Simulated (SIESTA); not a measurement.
# ZnS (Wurtzite-6H) (P6_3mc) in SIESTA: further runs, part 2 of 2

SIESTA 5.4.2. Earlier steps stand in the parts before.

**3. Band structure, PBEsol**

File ZnS.fdf:

```
SystemName                      ZnS
SystemLabel                     ZnS
NumberOfSpecies                 2
NumberOfAtoms                   12
%block ChemicalSpeciesLabel
  1  30 Zn
  2  16 S
%endblock ChemicalSpeciesLabel

LatticeConstant                 1.0 Ang
%block LatticeVectors
     3.8120000000     0.0000000000     0.0000000000
    -1.9060000000     3.3012888392     0.0000000000
     0.0000000000     0.0000000000    18.6899900000
%endblock LatticeVectors
AtomicCoordinatesFormat         Fractional
%block AtomicCoordinatesAndAtomicSpecies
     0.3333333333     0.6666666667     0.8333300000  1  Zn
     0.6666666667     0.3333333333     0.3333300000  1  Zn
     0.6666666667     0.3333333333     0.6666700000  1  Zn
     0.3333333333     0.6666666667     0.1666700000  1  Zn
     0.0000000000     0.0000000000     0.5000000000  1  Zn
     0.0000000000     0.0000000000     0.0000000000  1  Zn
     0.3333333333     0.6666666667     0.9583300000  2  S
     0.6666666667     0.3333333333     0.4583300000  2  S
     0.6666666667     0.3333333333     0.7916700000  2  S
     0.3333333333     0.6666666667     0.2916700000  2  S
     0.0000000000     0.0000000000     0.6250000000  2  S
     0.0000000000     0.0000000000     0.1250000000  2  S
%endblock AtomicCoordinatesAndAtomicSpecies

%block kgrid.MonkhorstPack
    8   0   0  0.0
    0   8   0  0.0
    0   0   2  0.0
%endblock kgrid.MonkhorstPack
XC.Functional                   GGA
XC.Authors                      PBEsol
PAO.BasisSize                   DZP
PAO.EnergyShift                 0.003 Ry
Mesh.Cutoff                     800 Ry
OccupationFunction              FD
ElectronicTemperature           0.05 eV
MaxSCFIterations                120
SCF.MustConverge                false
SCF.Mixer.Method                Pulay
SCF.Mixer.Weight                0.25
SCF.Mixer.History               8
SCF.DM.Tolerance                5.0e-05
SCF.H.Tolerance                 1.0e-03 eV
WriteForces                     true
Charge.Mulliken                 end
BandLinesScale                  ReciprocalLatticeVectors
%block BandLines
    1    0.000000   0.000000   0.000000  \Gamma
   14    0.500000   0.000000   0.000000  M
    8    0.333333   0.333333   0.000000  K
   16    0.000000   0.000000   0.000000  \Gamma
    2    0.000000   0.000000   0.500000  A
   14    0.500000   0.000000   0.500000  L
    8    0.333333   0.333333   0.500000  H
   16    0.000000   0.000000   0.500000  A
    1    0.500000   0.000000   0.500000  L
    2    0.500000   0.000000   0.000000  M
    1    0.333333   0.333333   0.000000  K
    2    0.333333   0.333333   0.500000  H
%endblock BandLines
%block PAO.Basis
  Zn 5
  n=3 0 2
    2.276 0.000
  n=4 0 2
    6.317 0.000
  n=3 1 2
    2.537 0.000
  n=4 1 1
    6.317
  n=3 2 2
    4.164 0.000
%endblock PAO.Basis
```

Potentials or basis: PseudoDojo 0.4 standard (PBEsol files), DZP (energy shift 0.003 Ry; two zetas on semicore shells).

Command:

```
> siesta ZnS.fdf > ZnS.out 2>&1
```

It took 2 min on 1 thread of Intel Xeon Platinum 8488C (Sapphire Rapids), shared host; peak memory 0.68 GiB.

It converged, with:

- Free energy: -35911.5638 eV
- Pressure: -0.7 GPa
- Largest force: 0.026 eV/Å
- Band gap on the k mesh: 2.42 eV, direct
- Band gap along the path: 2.42 eV, direct

Forces in eV/Å, atoms in the order of the input:
```
Zn   0.000  0.000  0.004
Zn   0.000  0.000  0.004
Zn   0.000  0.000 -0.008
Zn   0.000  0.000 -0.008
Zn   0.000  0.000 -0.003
Zn   0.000  0.000 -0.003
S    0.000  0.000 -0.013
S    0.000  0.000 -0.013
S    0.000  0.000 -0.005
S    0.000  0.000 -0.005
S    0.000  0.000  0.026
S    0.000  0.000  0.026
```

Levels at the corners of the path, in eV from the valence-band top:
| point | band 74 | band 75 | band 76 | band 77 | band 78 | band 79 | band 80 | band 81 | band 82 | band 83 |
| --- | --- | --- | --- | --- | --- | --- | --- | --- | --- | --- |
| Γ | -0.24 | -0.24 | -0.02 | 0.00 | 0.00 | 2.42 | 3.47 | 3.53 | 3.58 | 3.67 |
| M | -1.50 | -1.27 | -1.26 | -1.10 | -0.88 | 3.60 | 3.67 | 3.77 | 4.07 | 4.17 |
| K | -2.04 | -1.91 | -1.55 | -1.49 | -1.49 | 4.56 | 4.56 | 4.58 | 5.56 | 5.72 |
| Γ | -0.24 | -0.24 | -0.02 | 0.00 | 0.00 | 2.42 | 3.47 | 3.53 | 3.58 | 3.67 |
| A | -0.47 | -0.07 | -0.07 | -0.07 | -0.07 | 2.91 | 2.91 | 3.52 | 3.52 | 3.81 |
| L | -1.61 | -1.22 | -1.22 | -0.99 | -0.99 | 3.51 | 3.51 | 4.01 | 4.01 | 4.31 |
| H | -1.91 | -1.71 | -1.71 | -1.56 | -1.56 | 4.78 | 4.78 | 4.93 | 4.93 | 5.11 |
| A | -0.47 | -0.07 | -0.07 | -0.07 | -0.07 | 2.91 | 2.91 | 3.52 | 3.52 | 3.81 |
| L | -1.61 | -1.22 | -1.22 | -0.99 | -0.99 | 3.51 | 3.51 | 4.01 | 4.01 | 4.31 |
| M | -1.50 | -1.27 | -1.26 | -1.10 | -0.88 | 3.60 | 3.67 | 3.77 | 4.07 | 4.17 |
| K | -2.04 | -1.91 | -1.55 | -1.49 | -1.49 | 4.56 | 4.56 | 4.58 | 5.56 | 5.72 |
| H | -1.91 | -1.71 | -1.71 | -1.56 | -1.56 | 4.78 | 4.78 | 4.93 | 4.93 | 5.11 |

Caveat: short orbitals over semicore shells can move pressures by several GPa; the valence orbitals were made in a potential fitted to the semicore shell under them, which widens gaps by tenths of an eV or more; the cell's inner coordinates are idealised or old, which leaves forces on the atoms; the basis of atomic orbitals isn't converged, which shifts pressures, moduli and gaps.

**4. Band structure, RPBE**

File run.py:

```python
from ase import Atoms
from ase.calculators.siesta import Siesta
from ase.units import Ry, GPa

atoms = Atoms(
    ['Zn', 'Zn', 'Zn', 'Zn', 'Zn', 'Zn', 'S', 'S', 'S', 'S', 'S', 'S'],
    cell=[
        [3.812, 0.0, 0.0],
        [-1.906, 3.3012888392, 0.0],
        [0.0, 0.0, 18.68999],
    ],
    scaled_positions=[
        [0.3333333333, 0.6666666667, 0.83333],
        [0.6666666667, 0.3333333333, 0.33333],
        [0.6666666667, 0.3333333333, 0.66667],
        [0.3333333333, 0.6666666667, 0.16667],
        [0.0, 0.0, 0.5],
        [0.0, 0.0, 0.0],
        [0.3333333333, 0.6666666667, 0.95833],
        [0.6666666667, 0.3333333333, 0.45833],
        [0.6666666667, 0.3333333333, 0.79167],
        [0.3333333333, 0.6666666667, 0.29167],
        [0.0, 0.0, 0.625],
        [0.0, 0.0, 0.125],
    ],
    pbc=True,
)

fdf = {
    'SCFMustConverge': False,
    'OccupationFunction': 'FD',
    'ElectronicTemperature': '0.05 eV',
    'MaxSCFIterations': '120',
    'SCF.Mixer.Method': 'Pulay',
    'SCF.Mixer.Weight': '0.25',
    'SCF.Mixer.History': '8',
    'SCF.DM.Tolerance': '5.0e-05',
    'SCF.H.Tolerance': '1.0e-03 eV',
    'WriteForces': 'true',
    'Charge.Mulliken': 'end',
    'BandLinesScale': 'ReciprocalLatticeVectors',
    'BandLines': ['  1    0.000000   0.000000   0.000000  \\Gamma', ' 14    0.500000   0.000000   0.000000  M', '  8    0.333333   0.333333   0.000000  K', ' 16    0.000000   0.000000   0.000000  \\Gamma', '  2    0.000000   0.000000   0.500000  A', ' 14    0.500000   0.000000   0.500000  L', '  8    0.333333   0.333333   0.500000  H', ' 16    0.000000   0.000000   0.500000  A', '  1    0.500000   0.000000   0.500000  L', '  2    0.500000   0.000000   0.000000  M', '  1    0.333333   0.333333   0.000000  K', '  2    0.333333   0.333333   0.500000  H'],
    'PAO.Basis': ['Zn.1 5', 'n=3 0 2', '  2.271 0.000', 'n=4 0 2', '  6.393 0.000', 'n=3 1 2', '  2.532 0.000', 'n=4 1 1', '  6.393', 'n=3 2 2', '  4.147 0.000'],
}
calc = Siesta(
    label="ZnS",
    command="siesta < PREFIX.fdf > PREFIX.out",
    pseudo_path="pseudos",
    pseudo_qualifier="",
    xc=('GGA', 'RPBE'),
    basis_set="DZP",
    mesh_cutoff=800 * Ry,
    energy_shift=0.003 * Ry,
    kpts=[8, 8, 2],
    spin="non-polarized",
    fdf_arguments=fdf,
)
atoms.calc = calc

print(f"energy = {atoms.get_potential_energy():.6f} eV")
free = atoms.get_potential_energy(force_consistent=True)
print(f"free energy = {free:.6f} eV")
print("forces (eV/A):")
print(atoms.get_forces(apply_constraint=False).round(6))
print("stress (GPa, Voigt order, tension positive):", (atoms.get_stress() / GPa).round(4))
```

Potentials or basis: PseudoDojo 0.4 standard (PBE files), DZP (energy shift 0.003 Ry; two zetas on semicore shells).

Command:

```
> python run.py
```

Wall time 2 min (1 thread of Intel Xeon Platinum 8488C (Sapphire Rapids), shared host); peak memory 0.68 GiB.

Results (log left out):

| Property | Result |
| --- | --- |
| Free energy | -35946.7678 eV |
| Pressure | 5.6 GPa |
| Largest force | 0.024 eV/Å |
| Band gap on the k mesh | 2.74 eV, direct |
| Band gap along the path | 2.74 eV, direct |

Forces in eV/Å, atoms in the order of the input:
```
Zn   0.000  0.000  0.003
Zn   0.000  0.000  0.003
Zn   0.000  0.000 -0.012
Zn   0.000  0.000 -0.012
Zn   0.000  0.000  0.001
Zn   0.000  0.000  0.001
S    0.000  0.000 -0.013
S    0.000  0.000 -0.013
S    0.000  0.000 -0.004
S    0.000  0.000 -0.004
S    0.000  0.000  0.024
S    0.000  0.000  0.024
```

Levels at the corners of the path, in eV from the valence-band top:
```
point  band 75  band 76  band 77  band 78  band 79  band 80  band 81  band 82
    Γ    -0.23    -0.02     0.00     0.00     2.74     3.74     3.80     3.86
    M    -1.24    -1.23    -1.07    -0.86     3.87     3.94     4.04     4.32
    K    -1.85    -1.51    -1.45    -1.45     4.82     4.82     4.83     5.77
    Γ    -0.23    -0.02     0.00     0.00     2.74     3.74     3.80     3.86
    A    -0.07    -0.07    -0.07    -0.07     3.20     3.20     3.80     3.80
    L    -1.18    -1.18    -0.97    -0.97     3.78     3.78     4.27     4.27
    H    -1.66    -1.66    -1.52    -1.52     5.02     5.02     5.17     5.17
    A    -0.07    -0.07    -0.07    -0.07     3.20     3.20     3.80     3.80
    L    -1.18    -1.18    -0.97    -0.97     3.78     3.78     4.27     4.27
    M    -1.24    -1.23    -1.07    -0.86     3.87     3.94     4.04     4.32
    K    -1.85    -1.51    -1.45    -1.45     4.82     4.82     4.83     5.77
    H    -1.66    -1.66    -1.52    -1.52     5.02     5.02     5.17     5.17
```

Caveat: short orbitals over semicore shells can move pressures by several GPa; the valence orbitals were made in a potential fitted to the semicore shell under them, which widens gaps by tenths of an eV or more; the potentials were made for another functional, which shifts forces and pressure; the cell's inner coordinates are idealised or old, which leaves forces on the atoms; the basis of atomic orbitals isn't converged, which shifts pressures, moduli and gaps.

**5. Comparison with measurements**

Step 3. A measured gap of ZnS is 3.911 eV (direct; 4 K; a printed reference work, monograph); the calculated 2.42 eV misses it by -1.49 eV. The value is that of PBEsol in an atomic basis (PseudoDojo 0.4 standard (PBEsol files), DZP (energy shift 0.003 Ry; two zetas on semicore shells)), whose error adds to the functional's,, without temperature or zero-point motion. Semilocal functionals fall short of measured gaps as a rule.

Step 4. Measured gap of ZnS: 3.911 eV (direct; 4 K; a printed reference work, monograph). This calculation gives 2.74 eV (-1.17 eV). The value is that of RPBE in an atomic basis (PseudoDojo 0.4 standard (PBE files), DZP (energy shift 0.003 Ry; two zetas on semicore shells)), whose error adds to the functional's,, without temperature or zero-point motion. Semilocal functionals fall short of measured gaps as a rule.
